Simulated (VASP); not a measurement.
# BN in VASP: settings compared

The runs below take BN through relaxation of cell and atoms, with PBE, PBE+D3(BJ).

All numbers are computed with VASP 6.6.1; they aren't measurements. Logs are shortened: lines on timing, memory, paths and dates and some standing lists are left out, and cuts for length are marked.

### Step 1. The structure

The cell holds a slab with vacuum, 6 atoms: a = 2.512 Å, b = 2.512 Å, c = 24.636 Å, α = 90.00°, β = 90.00°, γ = 120.00°.

### Step 2. Relaxation of cell and atoms, PBE

Input file INCAR:

```
PREC = Accurate
ENCUT = 600
EDIFF = 1E-7
ISMEAR = 0
SIGMA = 0.03
LREAL = F
LASPH = T
NELM = 80
ALGO = Normal
ISIF = 3
LWAVE = F
LCHARG = F
GGA = PE
IBRION = 2
NSW = 90
EDIFFG = -0.005
LATTICE_CONSTRAINTS = .TRUE. .TRUE. .FALSE.
KPAR = 2
```

Input file KPOINTS:

```
Automatic mesh
0
Gamma
  15 15 1
```

Input file POSCAR:

```
BN                                      
1.0
    2.5117419959      0.0000000000      0.0000000000
   -1.2558709980      2.1752323714      0.0000000000
    0.0000000000      0.0000000000     24.6357000000
  B               N             
     3     3
Direct
     0.6666666699999979    0.3333333300000021    0.3412184099879185
     0.3333333300000021    0.6666666699999979    0.5000000000000000
     0.6666666699999979    0.3333333300000021    0.6587815900120818
     0.3333333300000021    0.6666666699999979    0.3412211401451063
     0.6666666699999979    0.3333333300000021    0.5000000000000000
     0.3333333300000021    0.6666666699999979    0.6587788598548936
```

Potentials or basis: VASP PAW PBE potentials, release 64 (B, N).

The run is started by

```console
cat potpaw_PBE.64/B/POTCAR potpaw_PBE.64/N/POTCAR > POTCAR
mpirun -np 2 vasp_std > vasp.out
```

OUTCAR:

```text
PREC = Accurate
   ENCUT = 600
   EDIFF = 1E-7
   ISMEAR = 0
   LREAL = F
   LASPH = T
   NELM = 80
   ISIF = 3
   GGA = PE
   IBRION = 2
   NSW = 90
   EDIFFG = -0.005

 ion  position               nearest neighbor table
   1  0.667  0.333  0.341-   4 1.45   4 1.45   4 1.45
   2  0.333  0.667  0.500-   5 1.45   5 1.45   5 1.45
   3  0.667  0.333  0.659-   6 1.45   6 1.45   6 1.45
   4  0.333  0.667  0.341-   1 1.45   1 1.45   1 1.45
   5  0.667  0.333  0.500-   2 1.45   2 1.45   2 1.45
   6  0.333  0.667  0.659-   3 1.45   3 1.45   3 1.45

  LATTYP: Found a hexagonal cell.
 ALAT       =     2.5117419959
 C/A-ratio  =     9.8082128022

  Lattice vectors:

 A1 = (   2.5117419959,   0.0000000000,   0.0000000000)
 A2 = (  -1.2558709980,   2.1752323714,   0.0000000000)
 A3 = (   0.0000000000,   0.0000000000,  24.6357000000)

Analysis of symmetry for initial positions (statically):
=====================================================================
 Subroutine PRICEL returns:
 Original cell was already a primitive cell.

 Routine SETGRP: Setting up the symmetry group for a
 hexagonal supercell.

 Subroutine GETGRP returns: Found 12 space group operations
 (whereof 12 operations were pure point group operations)
 out of a pool of 24 trial point group operations.

The static configuration has the point symmetry D_3h.

Analysis of symmetry for dynamics (positions and initial velocities):
=====================================================================
 Subroutine PRICEL returns:
 Original cell was already a primitive cell.

 Routine SETGRP: Setting up the symmetry group for a
 hexagonal supercell.

 Subroutine GETGRP returns: Found 12 space group operations
 (whereof 12 operations were pure point group operations)
 out of a pool of 24 trial point group operations.

The dynamic configuration has the point symmetry D_3h.

 Subroutine INISYM returns: Found 12 space group operations
 (whereof 12 operations are pure point group operations),
 and found     1 'primitive' translations

----------------------------------------------------------------------------------------

                                     Primitive cell

  volume of cell :     134.6002

  direct lattice vectors                    reciprocal lattice vectors
     2.511741996  0.000000000  0.000000000     0.398130063  0.229860500  0.000000000
    -1.255870998  2.175232371  0.000000000     0.000000000  0.459721000  0.000000000
     0.000000000  0.000000000 24.635700000     0.000000000  0.000000000  0.040591499

  length of vectors
     2.511741996  2.511741992 24.635700000     0.459720999  0.459721000  0.040591499

  position of ions in fractional coordinates (direct lattice)
     0.666666670  0.333333330  0.341218410
     0.333333330  0.666666670  0.500000000
     0.666666670  0.333333330  0.658781590
     0.333333330  0.666666670  0.341221140
     0.666666670  0.333333330  0.500000000
     0.333333330  0.666666670  0.658778860

  ion indices of the primitive-cell ions
   primitive index   ion index
                 1           1
                 2           2
                 3           3
                 4           4
                 5           5
                 6           6

----------------------------------------------------------------------------------------

 KPOINTS: Automatic mesh

Automatic generation of k-mesh.
 Grid dimensions read from file:
 generate k-points for:   15   15    1

 Generating k-lattice:

  Cartesian coordinates                     Fractional coordinates (reciprocal lattice)
     0.026542004  0.015324033  0.000000000     0.066666667  0.000000000  0.000000000
     0.000000000  0.030648067  0.000000000     0.000000000  0.066666667  0.000000000
     0.000000000  0.000000000  0.040591499     0.000000000  0.000000000  1.000000000

  Length of vectors
     0.030648067  0.030648067  0.040591499

  Shift w.r.t. Gamma in fractional coordinates (k-lattice)
     0.000000000  0.000000000  0.000000000

 Subroutine IBZKPT returns following result:
 ===========================================

 Found     27 irreducible k-points:

 Following reciprocal coordinates:
            Coordinates               Weight
  0.000000  0.000000  0.000000      1.000000
  0.066667  0.000000  0.000000      6.000000
  0.133333  0.000000  0.000000      6.000000
  0.200000  0.000000  0.000000      6.000000
  0.266667  0.000000  0.000000      6.000000
  0.333333  0.000000  0.000000      6.000000
[... 16 lines left out ...]
  0.333333  0.200000  0.000000     12.000000
  0.400000  0.200000  0.000000      6.000000
 [... further k-points ...]
   k-points           NKPTS =     27   k-points in BZ     NKDIM =     27   number of bands    NBANDS=     16
   number of dos      NEDOS =    301   number of ions     NIONS =      6
   total plane-waves  NPLWV =  80000
   dimension x,y,z NGX =    20 NGY =   20 NGZ =  200
   dimension x,y,z NGXF=    40 NGYF=   40 NGZF=  400
   ions per type =               3   3
[... 32 lines left out ...]
     AMIX_MAG =   1.60;   BMIX_MAG =  1.00
  volume/ion in A,a.u.               =      22.43       151.39
  Fermi-wavevector in a.u.,A,eV,Ry     =   0.921432  1.741254 11.551854  0.849037
  Thomas-Fermi vector in A             =   2.046848
   LORBIT       =      0    0 simple, 1 ext, 2 COOP (PROOUT), +10 PAW based schemes
   GGA     = PE    functional components
   LHFCALC =     F    Hartree Fock is set to
   AEXX    =    0.0000 exact exchange contribution
   IVDW    =     0    specifies the selected vdW correction
   LEPSILON=     F    determine dielectric tensor
   LRPA    =     F    only Hartree local field effects (RPA)
 conjugate gradient relaxation of ions
 non-spin polarized calculation
 Gauss-broadening in eV      SIGMA  =   0.03
  energy-cutoff  :      600.00
  volume of cell :      134.60
 maximum number of plane-waves:      4569
 NGX is ok and might be reduce to    20
   NGX =  9   NGY =  9   NGZ = 99

--------------------------------------- Ionic step        1  -------------------------------------------

 number of electron      24.0000000 magnetization

 Free energy of the ion-electron system (eV)
  ---------------------------------------------------
  ext. energy  EPLUGINS =         0.00000000
  ---------------------------------------------------
  free energy    TOTEN  =       -52.81501958 eV

  energy without entropy =      -52.81501958  energy(sigma->0) =      -52.81501958

------------------------ aborting loop because EDIFF is reached ----------------------------------------

  FORCE on cell =-STRESS in cart. coord.  units (eV):
  Direction    XX          YY          ZZ          XY          YZ          ZX
  --------------------------------------------------------------------------------------
  -------------------------------------------------------------------------------------
  Total        0.0443615      0.0443615     -0.0194524     -0.0000000      0.0000000      0.0000000
  in kB        0.5280449      0.5280449     -0.2315464     -0.0000000      0.0000000      0.0000000
  external PRESSURE =       0.2748478 kB  Pullay stress =       0.0000000 kB
[... 101 lines left out ...]
  FREE ENERGIE OF THE ION-ELECTRON SYSTEM (eV)
  ---------------------------------------------------
  free  energy   TOTEN  =       -52.8150269310 eV

  energy  without entropy=      -52.8150269310  energy(sigma->0) =      -52.81502693

[... ionic steps 4 to 45 ...]

--------------------------------------- Ionic step       46  -------------------------------------------

 number of electron      23.9999999 magnetization

------------------------ aborting loop because EDIFF is reached ----------------------------------------

  FORCE on cell =-STRESS in cart. coord.  units (eV):
  Direction    XX          YY          ZZ          XY          YZ          ZX
  --------------------------------------------------------------------------------------
  -------------------------------------------------------------------------------------
  Total       -0.1422754     -0.1422754     -0.0828740      0.0000000     -0.0000000      0.0000000
  in kB       -1.6918083     -1.6918083     -0.9854616      0.0000000     -0.0000000      0.0000000
  external PRESSURE =      -1.4563594 kB  Pullay stress =       0.0000000 kB
[... 65 lines left out ...]
  energy  without entropy=      -52.8176974913  energy(sigma->0) =      -52.81769749

--------------------------------------- Ionic step       48  -------------------------------------------

 number of electron      23.9999999 magnetization

 Free energy of the ion-electron system (eV)
  ---------------------------------------------------
  ext. energy  EPLUGINS =         0.00000000
  ---------------------------------------------------
  free energy    TOTEN  =       -52.81771653 eV

  energy without entropy =      -52.81771653  energy(sigma->0) =      -52.81771653

 E-fermi :  -2.3852     XC(G=0):  -4.6059

 val. band max:       -2.5568812538   @ k =   0.3333   0.3333   0.0000
 cond. band min:       1.9703567671   @ k =   0.0000   0.0000   0.0000
 fundamental gap:      4.5272380209
 Fermi energy:        -2.3852435165

 k-point     1 :       0.0000    0.0000    0.0000
  band No.  band energies     occupation
      1     -20.1834      2.00000
      2     -20.1688      2.00000
      3     -20.1557      2.00000
      4      -7.9614      2.00000
      5      -7.7588      2.00000
      6      -7.5461      2.00000
[... 8 lines left out ...]
     15       3.0195      0.00000
     16       3.8305      0.00000
[... 420 lines left out ...]
  band No.  band energies     occupation
      1     -16.7875      2.00000
      2     -16.7844      2.00000
      3     -16.7828      2.00000
      4     -10.9574      2.00000
      5     -10.9526      2.00000
      6     -10.9492      2.00000
[... 8 lines left out ...]
     15       2.3247      0.00000
     16       9.1747      0.00000

 [... further k-points ...]

------------------------ aborting loop because EDIFF is reached ----------------------------------------

  FORCE on cell =-STRESS in cart. coord.  units (eV):
  Direction    XX          YY          ZZ          XY          YZ          ZX
  --------------------------------------------------------------------------------------
  -------------------------------------------------------------------------------------
  Total       -0.0295176     -0.0295176     -0.0814980      0.0000000     -0.0000000     -0.0000000
  in kB       -0.3512149     -0.3512149     -0.9697032      0.0000000     -0.0000000     -0.0000000
  external PRESSURE =      -0.5573776 kB  Pullay stress =       0.0000000 kB
[... 21 lines left out ...]
  FREE ENERGIE OF THE ION-ELECTRON SYSTEM (eV)
  ---------------------------------------------------
  free  energy   TOTEN  =       -52.8177165295 eV

  energy  without entropy=      -52.8177165295  energy(sigma->0) =      -52.81771653

 reached required accuracy - stopping structural energy minimisation
```

Run time: 14 min. Hardware: 2 MPI ranks of Intel Xeon Platinum 8375C at 2.90GHz (Ice Lake), shared host; peak memory 0.29 GiB.

What came out:

```yaml
Free_energy: -52.8177 eV
Relaxed_volume: 22.44 Å³/atom
Relaxed_cell: a = 2.512 Å, b = 2.512 Å, c = 24.636 Å, α = 90.00°, β = 90.00°, γ = 120.00°
Space_group_after_relaxing_to_0.05_Å: P-6m2 (No. 187)
Energy_gained_by_relaxing: 0.4 meV/atom
Ionic_steps: 48
Largest_force_after_relaxing: 0.003 eV/Å
Band_gap_on_the_k_mesh: 4.53 eV, indirect (least direct gap 4.66 eV)
```

Forces on the atoms (eV/Å):
```
B    0.000  0.000  0.002
B    0.000  0.000  0.000
B    0.000  0.000 -0.002
N    0.000  0.000 -0.003
N    0.000  0.000  0.000
N    0.000  0.000  0.003
```

Step by step:
```
step  energy change (eV)  largest force (eV/Å)  pressure (GPa)  volume (Å³)
   1              0.0000                0.0090            0.03       134.60
   3              0.0000                0.0067           -0.01       134.64
   5              0.0000                0.0132            0.00       134.63
   7              0.0000                0.0128            0.00       134.63
   9             -0.0001                0.0112           -0.02       134.64
  11             -0.0002                0.0049           -0.08       134.70
  13             -0.0003                0.0178           -0.21       134.82
  15             -0.0003                0.0181           -0.21       134.82
  17             -0.0003                0.0188           -0.21       134.82
  19             -0.0004                0.0221           -0.20       134.81
  21             -0.0008                0.0371           -0.19       134.80
  23             -0.0014                0.0955           -0.12       134.72
  25             -0.0023                0.0228            0.15       134.47
  27             -0.0025                0.0170           -0.03       134.64
  29             -0.0025                0.0028           -0.09       134.68
  31             -0.0026                0.0086           -0.03       134.63
  33             -0.0026                0.0110           -0.02       134.62
  35             -0.0026                0.0041            0.01       134.60
  37             -0.0026                0.0073            0.04       134.57
  39             -0.0026                0.0099            0.03       134.57
  41             -0.0026                0.0200            0.00       134.60
  43             -0.0026                0.0245           -0.02       134.62
  45             -0.0027                0.0101           -0.07       134.67
  47             -0.0027                0.0041           -0.09       134.68
  48             -0.0027                0.0033           -0.06       134.65
```

Final structure:
```cif
data_structure
_symmetry_space_group_name_H-M 'P 1'
_symmetry_Int_Tables_number 1
_cell_length_a 2.5122
_cell_length_b 2.5122
_cell_length_c 24.6357
_cell_angle_alpha 90.000
_cell_angle_beta 90.000
_cell_angle_gamma 120.000
_cell_volume 134.65
loop_
_atom_site_label
_atom_site_type_symbol
_atom_site_fract_x
_atom_site_fract_y
_atom_site_fract_z
_atom_site_occupancy
B1 B 0.66667 0.33333 0.32999 1
B2 B 0.33333 0.66667 0.50000 1
B3 B 0.66667 0.33333 0.67001 1
N1 N 0.33333 0.66667 0.32999 1
N2 N 0.66667 0.33333 0.50000 1
N3 N 0.33333 0.66667 0.67001 1
```

### Step 3. Relaxation of cell and atoms, PBE+D3(BJ)

This run uses another cell than the first one, of 22.19 Å³/atom, 0.989 times its volume.

Input file INCAR:

```
PREC = Accurate
ENCUT = 600
EDIFF = 1E-6
ISMEAR = 0
SIGMA = 0.03
LREAL = F
LASPH = T
NELM = 80
ALGO = Normal
ISIF = 3
LWAVE = F
LCHARG = F
GGA = PE
IVDW = 12
IBRION = 2
NSW = 90
EDIFFG = -0.01
LATTICE_CONSTRAINTS = .TRUE. .TRUE. .FALSE.
KPAR = 4
```

Input file KPOINTS:

```
regular mesh
0
Gamma
  15 15 1
```

Input file POSCAR:

```
BN
1.0
    2.4982400000      0.0000000000      0.0000000000
   -1.2491200000      2.1635393000      0.0000000000
    0.0000000000      0.0000000000     24.6357000000
B N
3 3
Direct
    0.6666666700      0.3333333300      0.3653234900
    0.3333333300      0.6666666700      0.5000000000
    0.6666666700      0.3333333300      0.6346765100
    0.3333333300      0.6666666700      0.3653234900
    0.6666666700      0.3333333300      0.5000000000
    0.3333333300      0.6666666700      0.6346765100
```

Potentials or basis: VASP PAW PBE potentials, release 64 (B, N).

The run is started by

```console
cat potpaw_PBE.64/B/POTCAR potpaw_PBE.64/N/POTCAR > POTCAR
mpirun -np 4 vasp_std > vasp.out
```

Run time: 52 s. Hardware: 4 MPI ranks of Intel Xeon 6975P-C (Granite Rapids), shared host; peak memory 0.3 GiB.

The run converged. Its results:

```
Free energy                            : -53.4677 eV
Relaxed volume                         : 22.35 Å³/atom
Relaxed cell                           : a = 2.507 Å, b = 2.507 Å, c = 24.636 Å, α = 90.00°, β = 90.00°, γ = 120.00°
Space group after relaxing (to 0.05 Å) : P-6m2 (No. 187)
Energy gained by relaxing              : 0.8 meV/atom
Ionic steps                            : 5
Largest force after relaxing           : 0.005 eV/Å
Band gap on the k mesh                 : 4.39 eV, indirect (least direct gap 4.65 eV)
Dispersion energy per atom             : -0.117 eV
```

Forces on the atoms (eV/Å):
```
B    0.000  0.000 -0.005
B    0.000  0.000  0.000
B    0.000  0.000  0.005
N    0.000  0.000 -0.002
N    0.000  0.000  0.000
N    0.000  0.000  0.002
```

Step by step:
| step | energy change (eV) | largest force (eV/Å) | pressure (GPa) | volume (Å³) |
| --- | --- | --- | --- | --- |
| 1 | 0.0000 | 0.0270 | 1.04 | 133.16 |
| 2 | 0.0127 | 0.0118 | -1.98 | 136.01 |
| 3 | -0.0048 | 0.0162 | -0.03 | 134.13 |
| 4 | -0.0048 | 0.0164 | -0.01 | 134.11 |
| 5 | -0.0048 | 0.0051 | -0.01 | 134.11 |

Final structure:
```
CELL_PARAMETERS angstrom
2.50713 0.00000 0.00000
-1.25356 2.17124 0.00000
0.00000 0.00000 24.63570
ATOMIC_POSITIONS crystal
B 0.66667 0.33333 0.36535
B 0.33333 0.66667 0.50000
B 0.66667 0.33333 0.63465
N 0.33333 0.66667 0.36528
N 0.66667 0.33333 0.50000
N 0.33333 0.66667 0.63472
```

Levels at points of the mesh, in eV from the valence-band top:
```csv
k point,band 9,band 10,band 11,band 12,band 13,band 14,band 15,band 16
"(0.00, 0.00, 0.00)",-1.33,-1.33,-1.32,-1.32,4.87,5.15,5.90,6.67
```

PBE gaps usually lie below the measured ones, often by a third to a half. Zero-point motion and thermal expansion aren't in these numbers.

### Step 4. Relaxation of cell and atoms, PBE+D3(BJ)

This run uses another cell than the first one, of 22.35 Å³/atom, 0.996 times its volume.

Edit INCAR of step 3 so:

```diff
@@ -2,3 +2,3 @@
 ENCUT = 600
-EDIFF = 1E-6
+EDIFF = 1E-7
 ISMEAR = 0
@@ -16,3 +16,3 @@
 NSW = 90
-EDIFFG = -0.01
+EDIFFG = -0.005
 LATTICE_CONSTRAINTS = .TRUE. .TRUE. .FALSE.
```

KPOINTS is that of step 3.

Input file POSCAR:

```
BN                                      
1.0
    2.5071293279      0.0000000000      0.0000000000
   -1.2535646639      2.1712376837      0.0000000000
    0.0000000000      0.0000000000     24.6357000000
  B               N             
     3     3
Direct
     0.6666666699999979    0.3333333300000021    0.3653541483010501
     0.3333333300000021    0.6666666699999979    0.5000000000000000
     0.6666666699999979    0.3333333300000021    0.6346458516989499
     0.3333333300000021    0.6666666699999979    0.3652783435944567
     0.6666666699999979    0.3333333300000021    0.5000000000000000
     0.3333333300000021    0.6666666699999979    0.6347216564055432
```

The run is started by

```console
cat potpaw_PBE.64/B/POTCAR potpaw_PBE.64/N/POTCAR > POTCAR
mpirun -np 4 vasp_std > vasp.out
```

Wall time 34 s (4 MPI ranks of Intel Xeon 6975P-C (Granite Rapids), shared host); peak memory 0.3 GiB.

The run converged. Its results:

| Item | Value |
| --- | --- |
| Free energy | -53.4686 eV |
| Relaxed volume | 22.35 Å³/atom |
| Relaxed cell | a = 2.507 Å, b = 2.507 Å, c = 24.636 Å, α = 90.00°, β = 90.00°, γ = 120.00° |
| Space group after relaxing (to 0.05 Å) | P-6m2 (No. 187) |
| Energy gained by relaxing | 0.0 meV/atom |
| Ionic steps | 3 |
| Largest force after relaxing | 0.004 eV/Å |
| Band gap on the k mesh | 4.39 eV, indirect (least direct gap 4.65 eV) |
| Dispersion energy per atom | -0.117 eV |

Forces in eV/Å, atoms in the order of the input:
```
B    0.000  0.000 -0.004
B    0.000  0.000  0.000
B    0.000  0.000  0.004
N    0.000  0.000 -0.002
N    0.000  0.000  0.000
N    0.000  0.000  0.002
```

Final structure:
```
B N
1.0
     2.50728    0.00000    0.00000
    -1.25364    2.17137    0.00000
     0.00000    0.00000   24.63570
B N
3 3
Direct
  0.66667 0.33333 0.36535
  0.33333 0.66667 0.50000
  0.66667 0.33333 0.63465
  0.33333 0.66667 0.36528
  0.66667 0.33333 0.50000
  0.33333 0.66667 0.63472
```

Levels at points of the mesh, in eV from the valence-band top:
```
           k point  band 8  band 9  band 10  band 11  band 12  band 13  band 14  band 15  band 16
(0.00, 0.00, 0.00)   -1.36   -1.33    -1.33    -1.32    -1.32     4.88     5.15     6.00     6.69
```

PBE gaps usually lie below the measured ones, often by a third to a half.
